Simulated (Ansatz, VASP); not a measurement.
**Cross-check of Al36CN35 (C_N) between VASP and Ansatz**

Wanted: the spread between two codes on one cell, functional and k mesh. The cell is taken from a series of runs on this material, whose earlier steps may have relaxed, scaled, displaced or heated it; both programs get it as it stands.

Main program and level: Ansatz 0.2.0; plane waves, with VASP 6.6.1 beside it; single point at r2SCAN.

## 1. Starting point

The cell holds 72 atoms: 36 Al, 35 N and 1 C. Its edges and angles: a = 9.320 Å, b = 9.320 Å, c = 9.956 Å, α = 90.0°, β = 90.0°, γ = 120.0°. It derives from AlN (AlN (P6_3mc)). Nearest the centre at fractional (0.556, 0.444, 0.440): C72 at 0.21 Å, Al14 at 1.99 Å, Al18 at 1.99 Å, Al30 at 1.99 Å, Al17 at 2.12 Å, N53 at 3.06 Å, N65 at 3.06 Å, N50 at 3.07 Å. The cell carries charge +1.

Structure file:

```xyz
72
Lattice="9.3196 0.0000 0.0000 -4.6598 8.0710 0.0000 0.0000 0.0000 9.9565" Properties=species:S:1:pos:R:3 pbc="T T T"
Al    1.5365    0.8811    2.4902
Al    0.0003    1.7929    4.9708
Al    1.5367    0.8913    7.4600
Al   -0.0034    1.7909    9.9528
Al   -0.0179    3.5779    2.4930
Al   -1.5520    4.4881    4.9777
Al   -0.0129    3.5764    7.4632
Al   -1.5519    4.4894    9.9509
Al   -1.5512    6.2763    2.4855
Al   -3.1007    7.1714    4.9774
Al   -1.5514    6.2776    7.4669
Al   -3.1000    7.1709    9.9497
Al    4.6789    0.8810    2.4905
Al    3.1075    1.6856    4.9610
Al    4.6774    0.8920    7.4596
Al    3.1072    1.7739    9.9262
Al    3.1095    3.5801    2.2664
Al    1.4628    4.5373    4.9745
Al    3.1073    3.5900    7.4589
Al    1.5391    4.4917    9.9274
Al    1.5536    6.2967    2.4919
Al   -0.0021    7.1713    4.9772
Al    1.5568    6.2952    7.4647
Al   -0.0035    7.1710    9.9499
Al    7.7673    0.8964    2.4895
Al    6.2151    1.7938    4.9706
Al    7.7667    0.8974    7.4586
Al    6.2176    1.7914    9.9529
Al    6.2346    3.5782    2.4924
Al    4.7530    4.5382    4.9722
Al    6.2277    3.5773    7.4635
Al    4.6760    4.4933    9.9274
Al    4.6642    6.2983    2.4931
Al    3.1076    7.1753    4.9717
Al    4.6584    6.2963    7.4633
Al    3.1078    7.1797    9.9547
N     1.5360    0.8693    4.3779
N     0.0041    1.7917    1.8931
N     1.5501    0.8966    9.3583
N     0.0014    1.7920    6.8697
N    -0.0313    3.5884    4.3803
N    -1.5493    4.4843    1.8863
N    -0.0021    3.5867    9.3613
N    -1.5490    4.4845    6.8750
N    -1.5539    6.2785    4.3845
N    -3.1002    7.1696    1.8848
N    -1.5540    6.2783    9.3592
N    -3.1009    7.1723    6.8742
N     4.6750    0.8698    4.3777
N     3.1093    1.7760    1.9040
N     4.6598    0.8977    9.3584
N     3.1084    1.7922    6.8790
N     1.5500    4.4855    1.9082
N     3.1057    3.5875    9.3856
N     1.5520    4.4864    6.8903
N     1.5372    6.3048    4.3791
N     0.0028    7.1692    1.8851
N     1.5530    6.2807    9.3639
N     0.0017    7.1738    6.8744
N     7.7651    0.8982    4.3824
N     6.2157    1.7920    1.8929
N     7.7646    0.8983    9.3576
N     6.2174    1.7934    6.8696
N     6.2429    3.5897    4.3791
N     4.6725    4.4878    1.9091
N     6.2133    3.5880    9.3625
N     4.6674    4.4867    6.8886
N     4.6749    6.3063    4.3807
N     3.1110    7.1720    1.8944
N     4.6581    6.2815    9.3621
N     3.1093    7.1748    6.8708
C     3.1061    3.5911    4.5913
```

## 2. VASP: single point, r2SCAN

With cell and atoms fixed, the geometry can't cause a difference; cores, projectors, grids and the points listed under the comparison can.

Lines of VASP's logs that name or quote its potential files are left out, and so is its time.

Input file INCAR:

```
SYSTEM = Al36CN35
PREC = Accurate
ENCUT = 580
EDIFF = 1E-06
NELM = 120
ISMEAR = -1
SIGMA = 0.01
LREAL = Auto
ALGO = Normal
METAGGA = R2SCAN
LASPH = .TRUE.
NELECT = 286
NBANDS = 200
LORBIT = 11
LWAVE = .FALSE.
LCHARG = .FALSE.
ISIF = 2
ISYM = 0
GGA_COMPAT = .FALSE.
EFERMI = MIDGAP
LMIXTAU = .TRUE.
KPAR = 4
```

Input file POSCAR:

```
Al36CN35
1.0
    9.3195655359      0.0000000860      0.0000000000
   -4.6597828424      8.0709804634      0.0000000000
    0.0000000000      0.0000000000      9.9564777190
Al N C
36 35 1
Direct
    0.2194607798      0.1091748919      0.2501106437
    0.1111005706      0.2221415849      0.4992576761
    0.2201085999      0.1104378008      0.7492562402
    0.1105804184      0.2218906890      0.9996307030
    0.2197376269      0.4433096065      0.2503888710
    0.1115088286      0.5560749647      0.4999434497
    0.2201714911      0.4431145679      0.7495803598
    0.1115951165      0.5562345300      0.9994440906
    0.2223777493      0.7776374941      0.2496379177
    0.1115554651      0.8885373667      0.4999111171
    0.2224348090      0.7777939355      0.7499571831
    0.1116094338      0.8884792506      0.9993186873
    0.5566332022      0.1091583791      0.2501367857
    0.4378619117      0.2088520849      0.4982663189
    0.5571488503      0.1105143161      0.7492190199
    0.4432999914      0.2197873780      0.9969586687
    0.5554406465      0.4435795493      0.2276287317
    0.4380409067      0.5621709762      0.4996257947
    0.5558184209      0.4448054427      0.7491522561
    0.4434104489      0.5565188478      0.9970825778
    0.5567892622      0.7801651116      0.2502776183
    0.4440330438      0.8885230565      0.4998917973
    0.5570402453      0.7799770146      0.7497291224
    0.4438676204      0.8884950381      0.9993375898
    0.8889760231      0.1110678278      0.2500382626
    0.7780174029      0.2222506629      0.4992352704
    0.8889717428      0.1111849992      0.7491184638
    0.7781392870      0.2219598014      0.9996414291
    0.8906443356      0.4433383444      0.2503258717
    0.7911442946      0.5622843488      0.4993915877
    0.8898602083      0.4432333652      0.7496149423
    0.7800979796      0.5567214315      0.9970798527
    0.8906542495      0.7803646380      0.2504038688
    0.7779689722      0.8890293648      0.4993413888
    0.8899107398      0.7801204695      0.7495899662
    0.7782622964      0.8895757626      0.9998223989
    0.2186658474      0.1077093987      0.4397014645
    0.1114314159      0.2219933472      0.1901425280
    0.2218733624      0.1110947105      0.9399191857
    0.1111680785      0.2220330008      0.6899728205
    0.2189419953      0.4446067791      0.4399413931
    0.1115606449      0.5556084117      0.1894554161
    0.2219745544      0.4443941043      0.9402187805
    0.1116115632      0.5556385116      0.6905045527
    0.2222227410      0.7779103949      0.4403617979
    0.1115013565      0.8883220101      0.1893080176
    0.2222019197      0.7778878818      0.9400123767
    0.1115989718      0.8886565714      0.6904234476
    0.5555178332      0.1077626480      0.4396862281
    0.4436567927      0.2200429788      0.1912294823
    0.5556117337      0.1112300625      0.9399309194
    0.4445627672      0.2220561309      0.6909087040
    0.4441944470      0.5557565829      0.1916575312
    0.5554954633      0.4444913524      0.9426587158
    0.4444623913      0.5558653606      0.6920410450
    0.5555239922      0.7811682082      0.4398219877
    0.4444285424      0.8882638944      0.1893326586
    0.5557292257      0.7781823437      0.9404846516
    0.4445968108      0.8888376527      0.6904493766
    0.8888496911      0.1112870031      0.4401537169
    0.7779600721      0.2220254443      0.1901212060
    0.8888015303      0.1112998740      0.9398509058
    0.7782335176      0.2221999418      0.6899629636
    0.8922544907      0.4447696825      0.4398251359
    0.7793842403      0.5560356965      0.1917474443
    0.8889764291      0.4445572107      0.9403377255
    0.7787702672      0.5559095396      0.6918722405
    0.8922934398      0.7813497903      0.4399866058
    0.7781215756      0.8886138096      0.1902714148
    0.8889577464      0.7782815137      0.9403026474
    0.7781140111      0.8889612728      0.6900880289
    0.5557530049      0.4449364401      0.4611320202
```

Input file KPOINTS:

```
Points of the shifted mesh
8
Reciprocal
 0.2500000000  0.2500000000  0.2500000000 1
 0.2500000000  0.2500000000  0.7500000000 1
 0.2500000000  0.7500000000  0.2500000000 1
 0.2500000000  0.7500000000  0.7500000000 1
 0.7500000000  0.2500000000  0.2500000000 1
 0.7500000000  0.2500000000  0.7500000000 1
 0.7500000000  0.7500000000  0.2500000000 1
 0.7500000000  0.7500000000  0.7500000000 1
```

The projector-augmented-wave data sets are Al, N and C (PBE family, release 64).

The run is started by

```sh
$ mpirun -np 8 vasp_std
```

Numbers of over 12 decimals in the logs are rounded to 6 here.

The program printed:

```text
[banner, memory and clock lines left out]
running    8 mpi-ranks, on    1 nodes
[...]
|                                                                             |
|           W    W    AA    RRRRR   N    N  II  N    N   GGGG   !!!           |
|           W    W   A  A   R    R  NN   N  II  NN   N  G    G  !!!           |
|           W    W  A    A  R    R  N N  N  II  N N  N  G       !!!           |
|           W WW W  AAAAAA  RRRRR   N  N N  II  N  N N  G  GGG   !            |
|           WW  WW  A    A  R   R   N   NN  II  N   NN  G    G                |
|           W    W  A    A  R    R  N    N  II  N    N   GGGG   !!!           |
|                                                                             |
|     For optimal performance we recommend to set                             |
|       NCORE = 2 up to number-of-cores-per-socket                            |
|     NCORE specifies how many cores store one orbital (NPAR=cpu/NCORE).      |
|     This setting can greatly improve the performance of VASP for DFT.       |
[...]
DAV:   5    -0.846151296175E+03   -0.41860E-01   -0.41820E-01  4016   0.149E+00BRMIX: very serious problems
 the old and the new charge density differ
 old charge density:   287.00000 new  286.00000
BRMIX: very serious problems
 the old and the new charge density differ
 old charge density:   287.00000 new  286.00000
BRMIX: very serious problems
 the old and the new charge density differ
 old charge density:   287.00000 new  286.00000
BRMIX: very serious problems
 the old and the new charge density differ
 old charge density:   287.00000 new  286.00000
    0.531E+01
DAV:   6    -0.720176112129E+03    0.12598E+03   -0.28507E+02  3776   0.321E+01    0.237E+01
DAV:   7    -0.693808601757E+03    0.26368E+02   -0.14352E+01  3640   0.101E+01    0.135E+01
DAV:   8    -0.719411570962E+03   -0.25603E+02   -0.87523E+00  3360   0.921E+00    0.753E+00
DAV:   9    -0.687771500853E+03    0.31640E+02   -0.83840E+00  3328   0.834E+00    0.193E+00
[...]
DAV:  24    -0.693736136087E+03   -0.11679E-05   -0.83439E-07  1888   0.266E-03    0.622E-03
DAV:  25    -0.693736137358E+03   -0.12715E-05   -0.37819E-07  1856   0.185E-03    0.279E-03
DAV:  26    -0.693736137779E+03   -0.42127E-06   -0.18891E-07  1792   0.119E-03
   1 F= -.69373614E+03 E0= -.69373614E+03  d E =-.999650E-07
```

OUTCAR, selected parts (step 2):

```text
 POSITION                                       TOTAL-FORCE (eV/Angst)
 -----------------------------------------------------------------------------------
      1.53655      0.88115      2.49022         0.025149     -0.023598     -0.020587
      0.00028      1.79290      4.97085        -0.032995      0.010339     -0.019704
      1.53670      0.89134      7.45995         0.052487     -0.019248     -0.029334
     -0.00340      1.79088      9.95280        -0.023536      0.010692     -0.022127
     -0.01787      3.57794      2.49299         0.031024     -0.017175     -0.027510
     -1.55197      4.48807      4.97768        -0.029281      0.021274     -0.014171
     -0.01292      3.57637      7.46318         0.032558     -0.022619     -0.020817
     -1.55191      4.48936      9.95094        -0.022564      0.017484     -0.023581
     -1.55116      6.27630      2.48551         0.027639     -0.013859     -0.029140
     -3.10074      7.17137      4.97735        -0.031888      0.015523     -0.011402
     -1.55136      6.27756      7.46693         0.020801     -0.010208     -0.025866
     -3.09997      7.17090      9.94969        -0.032917      0.018343     -0.027396
      4.67893      0.88102      2.49048         0.029364     -0.019622     -0.030577
      3.10748      1.68564      4.96098        -0.038070      0.022494      0.007805
[...]
-----------------------------------------------------------------------------------
    total drift:                               -0.007957      0.008563     -0.373376

  FREE ENERGIE OF THE ION-ELECTRON SYSTEM (eV)
  ---------------------------------------------------
  free  energy   TOTEN  =      -693.7361377795 eV

  energy  without entropy=     -693.7361376795  energy(sigma->0) =     -693.73613773
```

The run ends at a pressure of -0.99 GPa, with forces up to 0.065 eV/Å.

## 3. Ansatz: single point, r2SCAN

Ansatz runs on its PAW soft_1 files.

The same cell, functional, mesh and smearing now go to Ansatz.

Input file input.yaml:

```yaml
crystal:
  checkpoint: "../qp1.relax.run"
  host: checkpoint
total_charge: 1
basis:
  ecutwfc: 500
  xc_grid: 2
hamiltonian:
  xc: r2scan
  pseudopotentials: { kind: paw, azcp: { folder: soft_1 } }
kpoints:
  mp_grid: { grid: [2, 2, 2], shift: [0.5, 0.5, 0.5] }
scf:
  occupations: { method: fermi_dirac, width: 0.01 }
  max_iter: 80
output:
  forces: true
  eigenvalues: true
  charged_corrections:
    epsilon: [4.49, 4.49, 4.72]
    static_epsilon: [8.15, 8.15, 9.65]
    defect_position: [0.555556, 0.444444, 0.440398]
  eigenstates: { localisation: true }
  populations: true
  band_densities: [{ bands: [v1, v1] }, { bands: [c1, c1] }]
  write_density: true
  write_potential: true
  volumetric_format: npy
checkpoint:
  read: "../qp1.relax.run"
  write: "../qp1.point.run"
  compress: false
  write_wavefunctions: false
  write_every: 100000
```

The run is started by

```sh
$ ansatz run input.yaml --threads 4 --pin off --max-ram 7536MiB --backend cpu --events-out ev --progress --plain --runs-dir out
```

The program printed:

```text
crystal.checkpoint: the structure is that of <dir>, a `relax` run, at its step 10: its result, under r2scan at a charge of 1 e; 72 atoms read, 0 with a starting moment; crystal.structure_sha256 for this input is
Engine: ansatz 0.2.0, x86_64-unknown-linux-gnu
Pseudopotentials: kind: paw
Pseudopotential: Al, paw, valence charge 3, recommended cutoff 500 eV (meta_gga), soft_1/Al.paw.azcp
Pseudopotential: N, paw, valence charge 5, recommended cutoff 500 eV (meta_gga), soft_1/N.paw.azcp
Pseudopotential: C, paw, valence charge 4, recommended cutoff 500 eV (meta_gga), soft_1/C.paw.azcp
Functional definition: r2SCAN
  parameter k0 = 0.174
  parameter k1 = 0.065
  parameter a1 = 4.9479
  exchange = r2scan_x(k0 = k0, k1 = k1, a1 = a1)
  correlation = r2scan_c
Crystal: 72 atoms, lattice volume = 748.907 Å³
Basis set: ecut = 500 eV, 18913 PW (Γ), exchange–correlation on 144×144×150 points (8 copies of the dense FFT grid, shifted against one another)
Bands: 215, of which v1, the nominal top of the filled ones, is band 143 counted from 1 (142 counted from 0)
Symmetry: 1 space group operations
Space group: P1 (ITA 1), of the structure as read, at distance tolerance 9.1e-5 Å
k-points: 4 of 8 (time reversal used)
Non-local potential: Al, projectors of the file, l = 0: 2, l = 1: 2, l = 2: 1
Non-local potential: N, projectors of the file, l = 0: 2, l = 1: 2, l = 2: 1
Non-local potential: C, projectors of the file, l = 0: 2, l = 1: 2, l = 2: 1
PAW form: soft (Blöchl's): semilocal exchange-correlation on the pseudo side does not see the compensation charge
PAW frozen core: Al, regenerated for the run's functional (the file was generated under x = pbe(κ = 0.804, μ = 0.219515), c = pbe(β = 0.066725))
PAW frozen core: N, regenerated for the run's functional (the file was generated under x = pbe(κ = 0.804, μ = 0.219515), c = pbe(β = 0.066725))
PAW frozen core: C, regenerated for the run's functional (the file was generated under x = pbe(κ = 0.804, μ = 0.219515), c = pbe(β = 0.066725))
PAW one-centre angular grid: Al, 302 points (default); XC on 160 Gauss nodes
PAW one-centre angular grid: N, 302 points (default); XC on 160 Gauss nodes
PAW one-centre angular grid: C, 302 points (default); XC on 219 of its mesh's 2255 points in the sphere
Initial density: read from a saved state, or passed on in memory by an earlier SCF of this step, an earlier step, the calling program or the single point that the run made first
Stability of the state it starts from, as read at its close in the unpolarized treatment: not read negative (Ritz values of 1 − χ₀K, real part plus size of imaginary part, from 1.1 to 1.7, by its mixing steps under no symmetry)
Initial wavefunctions: pseudopotential atomic-orbital guess — the wavefunctions supplied were not used: k-point sampling differs
Functional: x = r2scan, c = r2scan; τ floored in thin density (d = 2e-4 eV/Å³)
iter 1 solved again at ethr=5.43e-6 eV; its pass at ethr=3.10e-3 eV (dr2=1.55e-2 eV) is discarded
SCF iter   1: F=—  HF=-33294.131291 eV  |F-HF|=—  |Δ(HF+E_count)|=         —  Δρ=1.68e-3  dr2=1.42e-2  dr2_τ=1.02e-3  ethr=5.43e-6  ⟨swp⟩=8.0  Hψ=6256  notcnv=0
preconditioner: auto → Resta (q_TF=auto, 2.324 Å⁻¹)  ε∞=3.7  [insulator: Δε(μ)=0.289 eV  Ē_g=14.068 eV  σ=0.010 eV  W_gap=1.00  n_scr=144 (ndim 8)  ℏωp=22.9 eV  f_vac=0.000  D(μ)=0.00/eV (n_scr^D=0)  ε∞_Penn≈3.7]
SCF iter   2: F=—  HF=-33294.130257 eV  |F-HF|=—  |Δ(HF+E_count)|=   1.03e-3  Δρ=8.13e-4  dr2=2.13e-3  dr2_τ=2.83e-4  ethr=4.95e-6  ⟨swp⟩=2.8  Hψ=1670  notcnv=0
SCF iter   3: F=—  HF=-33294.130823 eV  |F-HF|=—  |Δ(HF+E_count)|=   5.67e-4  Δρ=3.48e-4  dr2=5.88e-4  dr2_τ=4.83e-5  ethr=7.43e-7  ⟨swp⟩=2.0  Hψ=1296  notcnv=0
SCF iter   4: F=—  HF=-33294.130979 eV  |F-HF|=—  |Δ(HF+E_count)|=   1.55e-4  Δρ=1.11e-4  dr2=1.15e-4  dr2_τ=1.50e-5  ethr=2.06e-7  ⟨swp⟩=2.0  Hψ=1292  notcnv=0
SCF iter   5: F=—  HF=-33294.130954 eV  |F-HF|=—  |Δ(HF+E_count)|=   2.50e-5  Δρ=3.03e-5  dr2=5.23e-6  dr2_τ=3.93e-7  ethr=4.02e-8  ⟨swp⟩=2.0  Hψ=1292  notcnv=0
SCF iter   6: F=—  HF=-33294.130463 eV  |F-HF|=—  |Δ(HF+E_count)|=   4.90e-4  Δρ=1.65e-5  dr2=2.40e-6  dr2_τ=2.36e-7  ethr=1.83e-9  ⟨swp⟩=2.0  Hψ=1414  notcnv=0
SCF iter   7: F=-33294.130463 eV  HF=-33294.130463 eV  |F-HF|=1.43e-8  |Δ(HF+E_count)|=   1.54e-7  Δρ=2.83e-6  dr2=4.66e-8  dr2_τ=7.01e-9  ethr=3.50e-11  ⟨swp⟩=9.5  Hψ=5298  notcnv=0
SCF 1 converged in 7 iterations: F = -33294.130463 eV  dr2 = 4.66e-8
  greatest PAW one-centre occupation: 0.800 electrons in one spin orbital (limit 2), on the N atom at site 39 (counted from 0), in its partial waves of l = 0
SCF converged after 7 iterations
Free energy (F): -33294.130463 eV
Harris-Foulkes:  -33294.130463 eV  (|F-HF|=1.43e-8)
Internal energy: -33294.130463 eV  (E = F + TS)
E sigma→0 (E₀):  -33294.130463 eV
Entropy (-TS):   -0.000000 eV (-0.000 meV/atom)
Fermi energy:    7.223106 eV
[...]
k-point 1: bands = [... 139 lower, 6.5370, 6.6214, 6.8264, 6.9635, 7.4022, 12.8239, 12.8860, 13.0599, ... 68 higher]
  k-point 2: bands = [... 139 lower, 6.5678, 6.6079, 6.9166, 7.0748, 7.3683, 12.4854, 12.7692, 13.0075, ... 68 higher]
  k-point 3: bands = [... 139 lower, 6.5761, 6.6040, 6.9091, 7.0807, 7.3684, 12.4819, 12.7854, 13.0227, ... 68 higher]
--- Löwdin populations: 72 sites ---
  site symbol       q [e]
     0     Al      1.8489
     1     Al      1.8436
     2      N      6.0699
     3      N      6.0612
     4     Al      1.8563
     5     Al      1.8548
     6      N      6.0563
     7      N      6.0625
     8     Al      1.8489
     9     Al      1.8593
    10      N      6.0693
    11      N      6.0633
    12     Al      1.8558
    13     Al      1.8541
    14      N      6.0567
    15      N      6.0619
    16     Al      1.8532
    17     Al      1.8591
    18      N      6.0600
    19      N      6.0636
    20     Al      1.8530
    21     Al      1.8542
    22      N      6.0649
    23      N      6.0619
[...]
64     Al      1.8486
    65     Al      1.8436
    66      N      6.0695
    67      N      6.0616
    68     Al      1.8561
    69     Al      1.8545
    70      N      6.0567
    71      N      6.0621
  spilling = 0.008287 (of n_electrons = 286.000000)
--- Band densities, each state counted as filled ---
  window                                       electrons  max residual (eV)  cut levels
  bands: [v1, v1]                               2.000000             3.4e-9           0
  bands: [c1, c1]                               2.000000             8.7e-5           0
```

Reading the cycles: dr2 is the Hartree energy of the density residual (eV), the measure of convergence; HF is the Harris–Foulkes estimate of the energy, which meets the free energy F at convergence.

## 4. Differences

Known differences besides the potentials themselves: VASP keeps PBE cores, Ansatz makes them for the functional; the cutoff is 500 eV in Ansatz and 580 eV in VASP (PREC = Accurate, projectors in real space). Total energies have different zeros and are not compared.

Both answers:

| quantity | Ansatz | VASP | difference |
| --- | --- | --- | --- |
| gap on the k mesh (eV) | 0.288 | 0.297 | -0.010 |

Forces on 7 of the 72 atoms, those with the largest forces and the largest differences (eV/Å; atoms numbered as in POSCAR):

| atom | Ansatz x, y, z | VASP x, y, z |
| --- | --- | --- |
| Al3 | 0.048, -0.021, -0.026 | 0.052, -0.019, -0.029 |
| Al17 | 0.044, -0.006, -0.041 | 0.043, -0.005, -0.048 |
| Al18 | -0.045, 0.033, -0.033 | -0.046, 0.033, -0.017 |
| N44 | -0.057, 0.022, 0.020 | -0.057, 0.023, 0.019 |
| N53 | -0.044, 0.011, 0.027 | -0.054, 0.017, 0.028 |
| N65 | -0.064, -0.018, -0.001 | -0.054, -0.012, -0.001 |
| N70 | 0.040, -0.044, 0.020 | 0.041, -0.042, 0.020 |

The forces differ by 2.9 meV/Å r.m.s., which is 10.3 % of the r.m.s. force of 0.028 eV/Å (both taken over all components). A gap on the mesh is an upper bound, since the band edges may lie between its points. The cell carries a charge of +1 e against a uniform background, so its pressure also hangs on how the neutralising background is counted, and in a defect's cell a gap may be the spacing between its levels.

## 5. Summary of results

| Property | Result |
| --- | --- |
| difference in gap on the k mesh (single point, r2SCAN) | -0.0098 eV |

**Reading.** The difference in gap on the k mesh is -0.0098 eV (single point, r2SCAN), within the 0.08 eV picked in this series as the mark of a large difference. How closely two codes agree says nothing of how well the functional describes the real material.

[Lines on the potential files, build, host, timing and source positions are cut from VASP's logs without a mark.]

[Logs are printed without paths, hosts, clocks, repeated set-up lines and the standing remarks that a program may print on its own settings, such as how far it seeks lower states.]

[Hosts, paths, dates, database ids (printed as entryN), source tags and the programs' standing remarks are cut or masked in the printed files.]
